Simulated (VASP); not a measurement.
# HgTe (I-4m2) in VASP: notebook

The runs below take HgTe through single point, with PBE, HSE(alpha, omega).

Everything below comes from runs of VASP 6.6.1. Logs are shortened: lines on timing, memory, paths and dates and some standing lists are left out, and cuts for length are marked.

**1. The structure**

Symmetry: I-4m2, No. 119, tetragonal system. Conventional cell: a = 6.091 Å, b = 6.091 Å, c = 3.119 Å, α = 90.00°, β = 90.00°, γ = 90.00°. Around Hg (site symmetry -4m2) lie 2 Hg at 3.12 Å and 4 Te at 3.14 Å. Te (site symmetry -4m2) is surrounded by 2 Te at 3.12 Å and 4 Hg at 3.14 Å.

Measurements of this composition are mostly on another form, of space group No. 216.

**2. Single point, PBE**

The input, INCAR:

```
SYSTEM = HgTe
PREC     = Accurate       ! precision mode
ENCUT    = 450            ! plane-wave cutoff, eV
EDIFF    = 1E-6           ! SCF threshold, eV
ISMEAR   = 0              ! smearing method
SIGMA    = 0.02           ! smearing width, eV
LREAL    = .False.        ! projectors in reciprocal space
LASPH    = .True.         ! aspherical terms in the spheres
NELM     = 100            ! most SCF steps
ALGO     = Normal         ! electronic algorithm
ISIF     = 2              ! what is computed and relaxed
LWAVE    = .False.        ! write WAVECAR
LCHARG   = .False.        ! write CHGCAR
GGA      = PE             ! functional
```

The input, KPOINTS:

```
regular mesh
0
Gamma
  4 4 4
  0 0 0
```

The input, POSCAR:

```
HgTe
1.0
   -3.0456030000      3.0456030000      1.5594100000
    3.0456030000     -3.0456030000      1.5594100000
    3.0456030000      3.0456030000     -1.5594100000
Hg Te
1 1
Direct
    0.7500000000      0.2500000000      0.5000000000
    0.0000000000      0.0000000000      0.0000000000
```

Potentials or basis: VASP PAW PBE potentials, release 64 (Hg_sv_GW, Te_GW).

Run with:

```console
> cat potpaw_PBE.64/Hg_sv_GW/POTCAR potpaw_PBE.64/Te_GW/POTCAR > POTCAR
> mpirun -np 1 vasp_std > vasp.out
```

OUTCAR:

```text
SYSTEM = HgTe
   PREC = Accurate
   ENCUT = 450
   EDIFF = 1E-6
   ISMEAR = 0
   LREAL = .False.
   LASPH = .True.
   NELM = 100
   ISIF = 2
   GGA = PE

 ion  position               nearest neighbor table
   1  0.750  0.250  0.500-   2 3.14   2 3.14   2 3.14   2 3.14
   2  0.000  0.000  0.000-   1 3.14   1 3.14   1 3.14   1 3.14

  LATTYP: Found a body centered tetragonal cell.
 ALAT       =     6.0912060000
 C/A-ratio  =     0.5120201156

  Lattice vectors:

 A1 = (  -3.0456030000,   3.0456030000,   1.5594100000)
 A2 = (   3.0456030000,  -3.0456030000,   1.5594100000)
 A3 = (   3.0456030000,   3.0456030000,  -1.5594100000)

Analysis of symmetry for initial positions (statically):
=====================================================================
 Subroutine PRICEL returns:
 Original cell was already a primitive cell.

 Routine SETGRP: Setting up the symmetry group for a
 body centered tetragonal supercell.

 Subroutine GETGRP returns: Found  8 space group operations
 (whereof  8 operations were pure point group operations)
 out of a pool of 16 trial point group operations.

The static configuration has the point symmetry D_2d.

Analysis of symmetry for dynamics (positions and initial velocities):
=====================================================================
 Subroutine PRICEL returns:
 Original cell was already a primitive cell.

 Routine SETGRP: Setting up the symmetry group for a
 body centered tetragonal supercell.

 Subroutine GETGRP returns: Found  8 space group operations
 (whereof  8 operations were pure point group operations)
 out of a pool of 16 trial point group operations.

The dynamic configuration has the point symmetry D_2d.

 Subroutine INISYM returns: Found  8 space group operations
 (whereof  8 operations are pure point group operations),
 and found     1 'primitive' translations

----------------------------------------------------------------------------------------

                                     Primitive cell

  volume of cell :      57.8585

  direct lattice vectors                    reciprocal lattice vectors
    -3.045603000  3.045603000  1.559410000     0.000000000  0.164171102  0.320634086
     3.045603000 -3.045603000  1.559410000     0.164171102  0.000000000  0.320634086
     3.045603000  3.045603000 -1.559410000     0.164171102  0.164171102  0.000000000

  length of vectors
     4.580737366  4.580737366  4.580737366     0.360219888  0.360219888  0.232172999

  position of ions in fractional coordinates (direct lattice)
     0.750000000  0.250000000  0.500000000
     0.000000000  0.000000000  0.000000000

  ion indices of the primitive-cell ions
   primitive index   ion index
                 1           1
                 2           2

----------------------------------------------------------------------------------------

 KPOINTS: regular mesh

Automatic generation of k-mesh.
 Grid dimensions read from file:
 generate k-points for:    4    4    4

 Generating k-lattice:

  Cartesian coordinates                     Fractional coordinates (reciprocal lattice)
     0.000000000  0.041042775  0.080158521     0.250000000  0.000000000  0.000000000
     0.041042775  0.000000000  0.080158521     0.000000000  0.250000000  0.000000000
     0.041042775  0.041042775  0.000000000     0.000000000  0.000000000  0.250000000

  Length of vectors
     0.090054972  0.090054972  0.058043250

  Shift w.r.t. Gamma in fractional coordinates (k-lattice)
     0.000000000  0.000000000  0.000000000

 Subroutine IBZKPT returns following result:
 ===========================================

 Found     13 irreducible k-points:

 Following reciprocal coordinates:
            Coordinates               Weight
  0.000000  0.000000  0.000000      1.000000
  0.250000  0.000000  0.000000      8.000000
  0.500000  0.000000  0.000000      4.000000
  0.250000  0.250000  0.000000      8.000000
  0.500000  0.250000  0.000000     16.000000
 -0.250000  0.250000  0.000000      4.000000
  0.500000  0.500000  0.000000      2.000000
  0.250000  0.250000  0.250000      2.000000
 -0.250000  0.250000  0.250000      4.000000
  0.500000  0.500000  0.250000      4.000000
 -0.250000  0.500000  0.250000      8.000000
 -0.250000 -0.250000  0.250000      2.000000
  0.500000  0.500000  0.500000      1.000000
   k-points           NKPTS =     13   k-points in BZ     NKDIM =     13   number of bands    NBANDS=     17
   number of dos      NEDOS =    301   number of ions     NIONS =      2
   total plane-waves  NPLWV =  32768
   dimension x,y,z NGX =    32 NGY =   32 NGZ =   32
   dimension x,y,z NGXF=    64 NGYF=   64 NGZF=   64
   ions per type =               1   1
   NGX,Y,Z   is equivalent  to a cutoff of  11.61, 11.61, 11.61 a.u.
   NGXF,Y,Z  is equivalent  to a cutoff of  23.23, 23.23, 23.23 a.u.
 SYSTEM =  HgTe
   PREC   = accura    normal or accurate (medium, high low for compatibility)
   ISTART =      0    job   : 0-new  1-cont  2-samecut
   ICHARG =      2    charge: 1-file 2-atom 10-const
   ISPIN  =      1    spin polarized calculation?
   LNONCOLLINEAR =      F non collinear calculations
   LSORBIT =      F    spin-orbit coupling
   LASPH  =      T    aspherical Exc in radial PAW
   ENCUT  =  450.0 eV  33.07 Ry    5.75 a.u.   7.92  7.92  7.92*2*pi/ulx,y,z
   NELM   =    100;   NELMIN=  2; NELMDL= -5     # of ELM steps
   EDIFF  = 0.1E-05   stopping-criterion for ELM
   LREAL  =      F    real-space projection
   EDIFFG = 0.1E-04   stopping-criterion for IOM
   NSW    =      0    number of steps for IOM
   IBRION =     -1    ionic relax: 0-MD 1-quasi-New 2-CG
   NFREE  =      0    steps in history (QN), initial steepest desc. (CG)
   ISIF   =      2    stress and relaxation
   ISYM   =      2    0-nonsym 1-usesym 2-fastsym
   POTIM  = 0.5000    time-step for ionic-motion
   TEBEG  =    0.0;   TEEND  =   0.0 temperature during run
   PSTRESS=    0.0 pullay stress
   NELECT =      26.0000    total number of electrons
   NUPDOWN=      -1.0000    fix difference up-down
   EMIN   =  10.00;   EMAX   =-10.00  energy-range for DOS
   EFERMI =   0.00;   METHOD = LEGACY
   ISMEAR =     0;   SIGMA  =   0.02  broadening in eV -4-tet -1-fermi 0-gaus
   EFERMI_NEDOS =   21; number of points for ismear=-14 and -15
   IALGO  =     38    algorithm
   IMIX   =      4    mixing-type and parameters
     AMIX     =   0.40;   BMIX     =  1.00
     AMIX_MAG =   1.60;   BMIX_MAG =  1.00
  volume/ion in A,a.u.               =      28.93       195.22
  Fermi-wavevector in a.u.,A,eV,Ry     =   1.253941  2.369604 21.393354  1.572367
  Thomas-Fermi vector in A             =   2.387769
   LORBIT       =      0    0 simple, 1 ext, 2 COOP (PROOUT), +10 PAW based schemes
   GGA     = PE    functional components
   LHFCALC =     F    Hartree Fock is set to
   AEXX    =    0.0000 exact exchange contribution
   IVDW    =     0    specifies the selected vdW correction
   LEPSILON=     F    determine dielectric tensor
   LRPA    =     F    only Hartree local field effects (RPA)
 non-spin polarized calculation
 Gauss-broadening in eV      SIGMA  =   0.02
  energy-cutoff  :      450.00
  volume of cell :       57.86
 maximum number of plane-waves:      1266
   NGX = 15   NGY = 15   NGZ = 15

 number of electron      26.0000000 magnetization

 Free energy of the ion-electron system (eV)
  ---------------------------------------------------
  ext. energy  EPLUGINS =         0.00000000
  ---------------------------------------------------
  free energy    TOTEN  =        -3.26398954 eV

  energy without entropy =       -3.26311498  energy(sigma->0) =       -3.26355226

 E-fermi :   5.3860     XC(G=0): -10.0164

 val. band max:        5.3839279920   @ k =  -0.2500  -0.2500   0.2500
 cond. band min:       5.3967983911   @ k =  -0.2500   0.2500   0.0000
 fundamental gap:      0.0128703991
 Fermi energy:         5.3859518604

 k-point     1 :       0.0000    0.0000    0.0000
  band No.  band energies     occupation
      1    -109.1698      2.00000
      2     -57.5327      2.00000
      3     -57.5148      2.00000
      4     -57.5148      2.00000
      5      -6.5724      2.00000
      6      -1.8071      2.00000
[... 9 lines left out ...]
     16      12.6115      0.00000
     17      12.6115      0.00000

 k-point     2 :       0.2500    0.0000    0.0000
  band No.  band energies     occupation
      1    -109.1699      2.00000
      2     -57.5479      2.00000
      3     -57.5147      2.00000
      4     -57.5146      2.00000
      5      -5.6302      2.00000
      6      -1.0978      2.00000
[... 9 lines left out ...]
     16      11.0623      0.00000
     17      12.2044      0.00000

 k-point     3 :       0.5000    0.0000    0.0000
  band No.  band energies     occupation
      1    -109.1694      2.00000
      2     -57.5614      2.00000
      3     -57.5138      2.00000
      4     -57.5132      2.00000
      5      -4.1451      2.00000
      6      -1.3765      2.00000
[... 9 lines left out ...]
     16       9.6070      0.00000
     17      11.6559      0.00000

 k-point     4 :       0.2500    0.2500    0.0000
  band No.  band energies     occupation
      1    -109.1696      2.00000
      2     -57.5618      2.00000
      3     -57.5139      2.00000
      4     -57.5137      2.00000
      5      -4.1440      2.00000
      6      -1.4117      2.00000
[... 9 lines left out ...]
     16      10.5344      0.00000
     17      11.1220      0.00000

 k-point     5 :       0.5000    0.2500    0.0000
  band No.  band energies     occupation
      1    -109.1698      2.00000
      2     -57.5477      2.00000
      3     -57.5148      2.00000
      4     -57.5143      2.00000
      5      -5.3315      2.00000
      6      -1.1705      2.00000
[... 9 lines left out ...]
     16      10.7909      0.00000
     17      11.7941      0.00000

 k-point     6 :      -0.2500    0.2500    0.0000
  band No.  band energies     occupation
      1    -109.1702      2.00000
      2     -57.5339      2.00000
      3     -57.5160      2.00000
      4     -57.5154      2.00000
      5      -6.3312      2.00000
      6      -1.8215      2.00000
[... 9 lines left out ...]
     16      10.4998      0.00000
     17      12.5646      0.00000

 k-point     7 :       0.5000    0.5000    0.0000
  band No.  band energies     occupation
      1    -109.1702      2.00000
      2     -57.5341      2.00000
      3     -57.5164      2.00000
      4     -57.5150      2.00000
      5      -6.0388      2.00000
      6      -1.8579      2.00000
[... 9 lines left out ...]
     16       9.2831      0.00000
     17      14.8873      0.00000

 k-point     8 :       0.2500    0.2500    0.2500
  band No.  band energies     occupation
      1    -109.1695      2.00000
      2     -57.5622      2.00000
      3     -57.5132      2.00000
      4     -57.5132      2.00000
      5      -4.0711      2.00000
      6      -1.3762      2.00000
[... 9 lines left out ...]
     16      11.1623      0.00000
     17      11.7204      0.00000

 k-point     9 :      -0.2500    0.2500    0.2500
  band No.  band energies     occupation
      1    -109.1702      2.00000
      2     -57.5338      2.00000
      3     -57.5160      2.00000
      4     -57.5159      2.00000
      5      -6.1705      2.00000
      6      -1.8337      2.00000
[... 9 lines left out ...]
     16      11.6564      0.00000
     17      14.2573      0.00000

 k-point    10 :       0.5000    0.5000    0.2500
  band No.  band energies     occupation
      1    -109.1702      2.00000
      2     -57.5339      2.00000
      3     -57.5161      2.00000
      4     -57.5159      2.00000
      5      -5.9930      2.00000
      6      -1.8440      2.00000
[... 9 lines left out ...]
     16      12.0969      0.00000
     17      13.8099      0.00000

 k-point    11 :      -0.2500    0.5000    0.2500
  band No.  band energies     occupation
      1    -109.1699      2.00000
      2     -57.5477      2.00000
      3     -57.5152      2.00000
      4     -57.5147      2.00000
      5      -5.2294      2.00000
      6      -1.1448      2.00000
[... 9 lines left out ...]
     16      12.4713      0.00000
     17      13.1524      0.00000

 k-point    12 :      -0.2500   -0.2500    0.2500
  band No.  band energies     occupation
      1    -109.1695      2.00000
      2     -57.5612      2.00000
      3     -57.5138      2.00000
      4     -57.5138      2.00000
      5      -4.2133      2.00000
      6      -1.3610      2.00000
[... 9 lines left out ...]
     16      10.1834      0.00000
     17      10.1834      0.00000

 k-point    13 :       0.5000    0.5000    0.5000
  band No.  band energies     occupation
      1    -109.1702      2.00000
      2     -57.5334      2.00000
      3     -57.5163      2.00000
      4     -57.5162      2.00000
      5      -5.9467      2.00000
      6      -1.8447      2.00000
[... 9 lines left out ...]
     16      13.7723      0.00000
     17      13.7723      0.00000

------------------------ aborting loop because EDIFF is reached ----------------------------------------

  FORCE on cell =-STRESS in cart. coord.  units (eV):
  Direction    XX          YY          ZZ          XY          YZ          ZX
  --------------------------------------------------------------------------------------
  -------------------------------------------------------------------------------------
  Total       -2.0077846     -2.0077846      2.4931146      0.0000000      0.0000000      0.0000000
  in kB      -55.5982110    -55.5982110     69.0376384      0.0000000      0.0000000      0.0000000
  external PRESSURE =     -14.0529279 kB  Pullay stress =       0.0000000 kB

 VOLUME and BASIS-vectors are now :
 -----------------------------------------------------------------------------
  energy-cutoff  :      450.00
  volume of cell :       57.86
      direct lattice vectors                 reciprocal lattice vectors
    -3.045603000  3.045603000  1.559410000     0.000000000  0.164171102  0.320634086
     3.045603000 -3.045603000  1.559410000     0.164171102  0.000000000  0.320634086
     3.045603000  3.045603000 -1.559410000     0.164171102  0.164171102  0.000000000

 POSITION                                       TOTAL-FORCE (eV/Angst)
 -----------------------------------------------------------------------------------
      0.00000      3.04560      0.77970         0.000000      0.000000     -0.000000
      0.00000      0.00000      0.00000        -0.000000     -0.000000      0.000000
 -----------------------------------------------------------------------------------
    total drift:                               -0.000000      0.000000      0.000000

  FREE ENERGIE OF THE ION-ELECTRON SYSTEM (eV)
  ---------------------------------------------------
  free  energy   TOTEN  =        -3.2639895403 eV

  energy  without entropy=       -3.2631149797  energy(sigma->0) =       -3.26355226
```

It took 7.2 s on 1 thread of Intel Xeon 6975P-C (Granite Rapids), shared host; peak memory 0.18 GiB.

What came out:

```yaml
Free_energy: -3.2640 eV
Pressure: -1.4 GPa
Band_gap_on_the_k_mesh: none (metal or under the smearing width)
```

Caveat: the k mesh is coarse (spacing up to 0.57 Å⁻¹), so the values aren't converged.

**3. Single point, HSE(alpha, omega)**

POSCAR is that of step 2.

The input, INCAR.step1:

```
SYSTEM = HgTe
ALGO = Normal
EDIFF = 1E-5
ENCUT = 520
GGA = PE
ISIF = 2
ISMEAR = -1
LASPH = .True.
LREAL = .False.
LWAVE = .True.
NELM = 80
PREC = Accurate
SIGMA = 0.05
```

The input, INCAR.step2:

```
SYSTEM = HgTe
AEXX = 0.25
ALGO = Normal
EDIFF = 1E-7
ENCUT = 520
GGA = PE
HFSCREEN = 0.1
ISIF = 2
ISMEAR = -1
ISTART = 1
LASPH = .True.
LCHARG = .False.
LHFCALC = .True.
LREAL = .False.
LWAVE = .False.
NELM = 80
PREC = Accurate
PRECFOCK = Fast
SIGMA = 0.05
```

The input, KPOINTS:

```
k-points
0
Gamma
  5 5 5
  0 0 0
```

Potentials or basis: VASP PAW PBE potentials, release 64 (Hg, Te).

Run with:

```console
> cat potpaw_PBE.64/Hg/POTCAR potpaw_PBE.64/Te/POTCAR > POTCAR
> cp INCAR.step1 INCAR
> mpirun -np 1 vasp_std > vasp.out
> cp INCAR.step2 INCAR
> mpirun -np 1 vasp_std > vasp.out
```

Run time: 15 min. Hardware: 1 thread of Intel Xeon Platinum 8559C (Emerald Rapids), shared host; peak memory 0.31 GiB.

The run converged. Its results:

- Free energy: -4.1812 eV
- Pressure: -1.9 GPa
- Band gap on the k mesh: none (metal or under the smearing width)

Stress tensor (GPa, compression positive):
```
-3.57  0.00  0.00
 0.00 -3.57  0.00
 0.00  0.00  1.32
```

Levels at points of the mesh, in eV from the Fermi level:
```
           k point  band 5  band 6  band 7  band 8  band 9  band 10  band 11  band 12  band 13
(0.00, 0.00, 0.00)   -7.54   -7.54   -3.58   -2.83   -2.83     4.43     5.38     8.11     8.11
```

Caveat: the k mesh is coarse (spacing up to 0.45 Å⁻¹), so the values aren't converged, least of all with exact exchange; the PAW data sets were made with another functional, which shifts forces and pressure a little.

[end of part 1 of 2]
